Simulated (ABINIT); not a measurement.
# GaSb (F-43m) in ABINIT: a series of runs

Aim: see how the results for GaSb move with the level of theory and the settings. Levels: revPBE, r2SCAN, LDA, PBE. Tasks: band structure.

All numbers are computed with ABINIT 10.8.3 (patched build); they aren't measurements. Logs are shortened: lines on timing, memory, paths and dates and some standing lists are left out, and cuts for length are marked. The log counts tension as positive stress, the text compression.

**The experiment to reproduce.**

From a printed reference work, data compilation, for a bulk crystal of GaSb at 4.2 K: band gap 0.811 eV (direct).

The runs below are set against these values where they give the same quantity.

## Step 1: Starting point

Symmetry: F-43m, No. 216, cubic system. The conventional cell has a = 6.118 Å, b = 6.118 Å, c = 6.118 Å, α = 90.00°, β = 90.00°, γ = 90.00°. Sb (site symmetry -43m) has 4 Ga at 2.65 Å as nearest neighbours. Ga (site symmetry -43m) is surrounded by 4 Sb at 2.65 Å.

## Step 2: Band structure, revPBE

The input, run.abi:

```
# Datasets: ground state, then fixed potential
ndtset 2

# Pseudopotentials
pp_dirpath "./"
pseudos "Sb.GGA_PBE-JTH_sp.xml, Ga.GGA_PBE-JTH.xml"

# Structure
acell 4.3260792873 4.3260792873 4.3260792873 Angstrom
rprim
     0.0000000000     0.7071067812     0.7071067812
     0.7071067812     0.0000000000     0.7071067812
     0.7071067812     0.7071067812     0.0000000000
ntypat 2
znucl 51 31
natom 2
typat 1 2
xred
     0.7500000000     0.7500000000     0.7500000000
     0.0000000000     0.0000000000     0.0000000000

# Plane-wave basis
ecut 20.0
pawecutdg 40.0

# Exchange and correlation
ixc 14

# Bands and occupations
occopt 3
tsmear 0.05 eV

# SCF cycle
nstep 100

# Output
iomode 3
prtwf 0
prteig 0
prtebands 0
enunit 2
prtden1 1

# Dataset 1
kptopt1 1
ngkpt1 8 8 8
nshiftk1 1
shiftk1 0.0 0.0 0.0
nband1 13
tolvrs1 1.0e-9

# Dataset 2: bands along G-X-W-K-G-L-U-W-L-K
iscf2 -2
getden2 1
nband2 17
nbdbuf2 2
tolwfr2 1.0e-12
kptopt2 -9
ndivsm2 5
prteig2 1
kptbounds2
     0.0000000000     0.0000000000     0.0000000000
     0.5000000000     0.0000000000     0.5000000000
     0.5000000000     0.2500000000     0.7500000000
     0.3750000000     0.3750000000     0.7500000000
     0.0000000000     0.0000000000     0.0000000000
     0.5000000000     0.5000000000     0.5000000000
     0.6250000000     0.2500000000     0.6250000000
     0.5000000000     0.2500000000     0.7500000000
     0.5000000000     0.5000000000     0.5000000000
     0.3750000000     0.3750000000     0.7500000000
```

Potentials or basis: JTH PAW PBE v2.0 sp.

Command:

```console
$ abinit run.abi > log 2>&1
```

run.abo:

```text
.Version 10.8.3 of ABINIT
 DATASET    1 : space group F-4 3 m (#216); Bravais cF (face-center cubic)
================================================================================
 Values of the parameters that define the memory need for DATASET  1.
     intxc =       0    ionmov =       0      iscf =      17    lmnmax =      18
     lnmax =       6     mgfft =      36  mpssoang =       3    mqgrid =    3001
     natom =       2  nloc_mem =       2    nspden =       1   nspinor =       1
    nsppol =       1      nsym =      24    n1xccc =       1    ntypat =       2
    occopt =       3   xclevel =       2
       mpw =        1666          nfft =       46656          nkpt =          29
 PAW method is used; the additional fine FFT grid is defined by:
   mgfftf=        48    nfftf =    110592
================================================================================
================================================================================

 DATASET    2 : space group F-4 3 m (#216); Bravais cF (face-center cubic)
================================================================================
 Values of the parameters that define the memory need for DATASET  2.
     intxc =       0    ionmov =       0      iscf =      -2    lmnmax =      18
     lnmax =       6     mgfft =      36  mpssoang =       3    mqgrid =    3001
     natom =       2  nloc_mem =       2    nspden =       1   nspinor =       1
    nsppol =       1      nsym =      24    n1xccc =       1    ntypat =       2
    occopt =       3   xclevel =       2
       mpw =        1670          nfft =       46656          nkpt =          87
 PAW method is used; the additional fine FFT grid is defined by:
   mgfftf=        48    nfftf =    110592
================================================================================
================================================================================

--------------------------------------------------------------------------------
------------- Echo of variables that govern the present computation ------------
--------------------------------------------------------------------------------
 -outvars: echo values of preprocessed input variables --------
            acell      8.1751050520E+00  8.1751050520E+00  8.1751050520E+00 Bohr
              amu      1.21753000E+02  6.97230000E+01
             ecut      2.00000000E+01 Hartree
           enunit           2
           getden1          0
           getden2          1
             iscf1         17
             iscf2         -2
[... 965 lines left out ...]
 kpt#   3, nband= 17, wtk=  1.00000, kpt=  0.0714  0.0000  0.0714 (reduced coord)
  -0.85967   -0.85953   -0.85953   -0.85785   -0.85782   -0.72629   -0.34955   -0.31805
  -0.31805   -0.26331   -0.20979   -0.18960   -0.18960   -0.06766   -0.01550    0.02607
   0.06325
 kpt#   4, nband= 17, wtk=  1.00000, kpt=  0.1071  0.0000  0.1071 (reduced coord)
  -0.85977   -0.85948   -0.85948   -0.85787   -0.85781   -0.72310   -0.37155   -0.32771
  -0.32771   -0.24722   -0.21397   -0.17546   -0.17546   -0.05211   -0.03812    0.02961
   0.07019
 kpt#   5, nband= 17, wtk=  1.00000, kpt=  0.1429  0.0000  0.1429 (reduced coord)
[... 316 lines left out ...]
  -0.86074   -0.85901   -0.85893   -0.85795   -0.85775   -0.65293   -0.54180   -0.43165
  -0.37521   -0.24312   -0.13545   -0.09902   -0.08867   -0.01345    0.03025    0.09003
   0.15779
 kpt#  85, nband= 17, wtk=  1.00000, kpt=  0.4028  0.4028  0.6944 (reduced coord)
  -0.86080   -0.85896   -0.85887   -0.85799   -0.85774   -0.64826   -0.54466   -0.43844
  -0.38028   -0.24680   -0.13037   -0.09073   -0.08060   -0.02069    0.02668    0.11981
   0.16588
 kpt#  86, nband= 17, wtk=  1.00000, kpt=  0.3889  0.3889  0.7222 (reduced coord)
  -0.86086   -0.85891   -0.85883   -0.85803   -0.85772   -0.64417   -0.54819   -0.44104
  -0.38464   -0.25052   -0.14403   -0.07315   -0.06353   -0.02543    0.02724    0.14667
   0.17242
 kpt#  87, nband= 17, wtk=  1.00000, kpt=  0.3750  0.3750  0.7500 (reduced coord)
  -0.86091   -0.85888   -0.85879   -0.85807   -0.85770   -0.64161   -0.55100   -0.43986
  -0.38811   -0.25358   -0.16131   -0.05748   -0.05033   -0.02148    0.03413    0.15366
   0.18520
 Eigenvalues (   eV  ) for nkpt=  87  k points:
 kpt#   1, nband= 17, wtk=  1.00000, kpt=  0.0000  0.0000  0.0000 (reduced coord)
 -23.39030  -23.39030  -23.39030  -23.34284  -23.34284  -19.83320   -8.38714   -8.38714
  -8.38714   -8.22277   -5.52499   -5.52499   -5.52499   -2.23437    0.63247    0.63247
   1.57049
 kpt#   2, nband= 17, wtk=  1.00000, kpt=  0.0357  0.0000  0.0357 (reduced coord)
 -23.39092  -23.39000  -23.39000  -23.34294  -23.34276  -19.81570   -8.91149   -8.46060
  -8.46060   -7.71163   -5.57841   -5.42689   -5.42689   -2.13056    0.23119    0.65172
   1.60849
 kpt#   3, nband= 17, wtk=  1.00000, kpt=  0.0714  0.0000  0.0714 (reduced coord)
 -23.39271  -23.38911  -23.38911  -23.34326  -23.34252  -19.76332   -9.51176   -8.65449
  -8.65449   -7.16494   -5.70857   -5.15931   -5.15931   -1.84108   -0.42172    0.70951
   1.72109
 kpt#   4, nband= 17, wtk=  1.00000, kpt=  0.1071  0.0000  0.1071 (reduced coord)
 -23.39555  -23.38767  -23.38767  -23.34379  -23.34213  -19.67644  -10.11037   -8.91757
  -8.91757   -6.72713   -5.82250   -4.77441   -4.77441   -1.41795   -1.03743    0.80586
   1.91010
 kpt#   5, nband= 17, wtk=  1.00000, kpt=  0.1429  0.0000  0.1429 (reduced coord)
[... 317 lines left out ...]
 -10.20995   -6.61567   -3.68588   -2.69444   -2.41281   -0.36588    0.82310    2.44994
   4.29375
 kpt#  85, nband= 17, wtk=  1.00000, kpt=  0.4028  0.4028  0.6944 (reduced coord)
 -23.42363  -23.37344  -23.37114  -23.34720  -23.34033  -17.63993  -14.82084  -11.93067
 -10.34787   -6.71574   -3.54760   -2.46893   -2.19326   -0.56293    0.72605    3.26019
   4.51393
 kpt#  86, nband= 17, wtk=  1.00000, kpt=  0.3889  0.3889  0.7222 (reduced coord)
 -23.42525  -23.37221  -23.36983  -23.34830  -23.33986  -17.52870  -14.91695  -12.00117
 -10.46646   -6.81690   -3.91921   -1.99057   -1.72870   -0.69196    0.74130    3.99120
   4.69173
 kpt#  87, nband= 17, wtk=  1.00000, kpt=  0.3750  0.3750  0.7500 (reduced coord)
 -23.42656  -23.37118  -23.36889  -23.34926  -23.33932  -17.45918  -14.99336  -11.96932
 -10.56091   -6.90019   -4.38938   -1.56399   -1.36968   -0.58458    0.92883    4.18127
   5.03945

== END DATASET(S) ==============================================================
================================================================================

 -outvars: echo values of variables after computation  --------
            acell      8.1751050520E+00  8.1751050520E+00  8.1751050520E+00 Bohr
           etotal1    -8.4665800606E+01
            fcart1    -4.3668881420E-30  1.4556293807E-30  1.4556293807E-30
                       4.3668881420E-30 -1.4556293807E-30 -1.4556293807E-30
            rprim      0.0000000000E+00  7.0710678120E-01  7.0710678120E-01
                       7.0710678120E-01  0.0000000000E+00  7.0710678120E-01
                       7.0710678120E-01  7.0710678120E-01  0.0000000000E+00
           strten1    -1.2150305244E-04 -1.2150305244E-04 -1.2150305244E-04
                       0.0000000000E+00  0.0000000000E+00  0.0000000000E+00
           xangst      4.5885000001E+00  4.5885000001E+00  4.5885000001E+00
                       0.0000000000E+00  0.0000000000E+00  0.0000000000E+00
             xred      7.5000000000E-01  7.5000000000E-01  7.5000000000E-01
                       0.0000000000E+00  0.0000000000E+00  0.0000000000E+00
 Calculation completed.
```

Wall time 78 s (1 thread of Arm Neoverse V1, shared host); peak memory 0.14 GiB.

Results:

| Quantity | Value |
| --- | --- |
| Free energy | -2303.8738 eV |
| Pressure | 3.6 GPa |
| Band gap on the k mesh | 0.16 eV, direct |
| Band gap along the path | 0.16 eV, direct |
| Valence electrons inside the program's atomic spheres | Sb 2.37; Ga 11.02 |

Levels at the corners of the path, in eV from the valence-band top:
```
point  band 5  band 6  band 7  band 8  band 9  band 10  band 11  band 12  band 13  band 14
    Γ  -14.96  -11.45    0.00    0.00    0.00     0.16     2.86     2.86     2.86     6.15
    X  -14.95   -9.01   -6.78   -2.55   -2.55     0.97     1.34     8.92     8.92    10.29
    W  -14.95   -8.96   -6.66   -3.32   -3.11     3.77     4.44     4.58     4.95    10.18
    K  -14.95   -9.07   -6.61   -3.58   -2.17     1.49     4.00     6.82     7.02     7.80
    Γ  -14.96  -11.45    0.00    0.00    0.00     0.16     2.86     2.86     2.86     6.15
    L  -14.95   -9.83   -6.33   -1.14   -1.14     0.49     3.84     3.84     6.82     9.61
    U  -14.95   -9.07   -6.61   -3.58   -2.17     1.49     4.00     6.82     7.02     7.80
    W  -14.95   -8.96   -6.66   -3.32   -3.11     3.77     4.44     4.58     4.95    10.18
    L  -14.95   -9.83   -6.33   -1.14   -1.14     0.49     3.84     3.84     6.82     9.61
    K  -14.95   -9.07   -6.61   -3.58   -2.17     1.49     4.00     6.82     7.02     7.80
```

Caveat: the PAW data sets were made with another functional, which shifts forces and pressure a little; spin-orbit coupling is left out, which moves the levels of the heavy elements; this set keeps more shells in the core, which shifts pressures and gaps.

## Step 3: Band structure, r2SCAN

The input, run.abi:

```
ndtset 2

pp_dirpath "./"
pseudos "Sb.hgh, Ga.hgh"

acell 3*1.0
rprim
     0.0000000000     5.7806722152     5.7806722152
     5.7806722152     0.0000000000     5.7806722152
     5.7806722152     5.7806722152     0.0000000000
ntypat 2
znucl 51 31
natom 2
typat 1 2
xred
     0.7500000000     0.7500000000     0.7500000000
     0.0000000000     0.0000000000     0.0000000000

ecut 517.016339 eV

ixc -497498
usekden 1

occopt 3
tsmear 0.05 eV

nstep 100

iomode 3
prtwf 0
prteig 0
prtebands 0
enunit 1
prtden1 1
prtkden1 1

kptopt1 1
ngkpt1 8 8 8
nshiftk1 1
shiftk1 0.0 0.0 0.0
nband1 8
tolvrs1 1.0e-9

iscf2 -2
getden2 1
getkden2 1
nband2 12
nbdbuf2 2
tolwfr2 1.0e-12
kptopt2 -9
ndivsm2 6
prteig2 1
prtvol2 -3
kptbounds2
     0.0000000000     0.0000000000     0.0000000000
     0.5000000000     0.0000000000     0.5000000000
     0.5000000000     0.2500000000     0.7500000000
     0.3750000000     0.3750000000     0.7500000000
     0.0000000000     0.0000000000     0.0000000000
     0.5000000000     0.5000000000     0.5000000000
     0.6250000000     0.2500000000     0.6250000000
     0.5000000000     0.2500000000     0.7500000000
     0.5000000000     0.5000000000     0.5000000000
     0.3750000000     0.3750000000     0.7500000000
```

Potentials or basis: HGH LDA.

Command:

```console
$ abinit run.abi > log 2>&1
```

It took 2.5 min on 1 thread of Arm Neoverse V1, shared host; peak memory 0.11 GiB.

It converged, with:

```yaml
Free_energy: -214.9115 eV
Pressure: -3.7 GPa
Band_gap_on_the_k_mesh: 0.25 eV, direct
Band_gap_along_the_path: 0.25 eV, direct
Valence_electrons_inside_the_program's_atomic_spheres: Sb 1.59; Ga 1.07
```

Levels at the corners of the path, in eV from the valence-band top:
```
point  band 2  band 3  band 4  band 5  band 6  band 7
    Γ    0.00    0.00    0.00    0.25    3.12    3.12
    X   -7.11   -2.61   -2.61    1.22    1.64    9.42
    W   -6.98   -3.38   -3.14    4.07    4.81    4.98
    K   -6.92   -3.63   -2.22    1.77    4.35    7.27
    Γ    0.00    0.00    0.00    0.25    3.12    3.12
    L   -6.58   -1.17   -1.17    0.67    4.17    4.17
    U   -6.92   -3.63   -2.22    1.77    4.35    7.27
    W   -6.98   -3.38   -3.14    4.07    4.81    4.98
    L   -6.58   -1.17   -1.17    0.67    4.17    4.17
    K   -6.92   -3.63   -2.22    1.77    4.35    7.27
```

Caveat: the potentials were made for another functional, which shifts forces and pressure; spin-orbit coupling is left out, which moves the levels of the heavy elements; HGH potentials are hard and often keep d shells in the core, so these values are rough.

(Continued in part 2 of 2.)
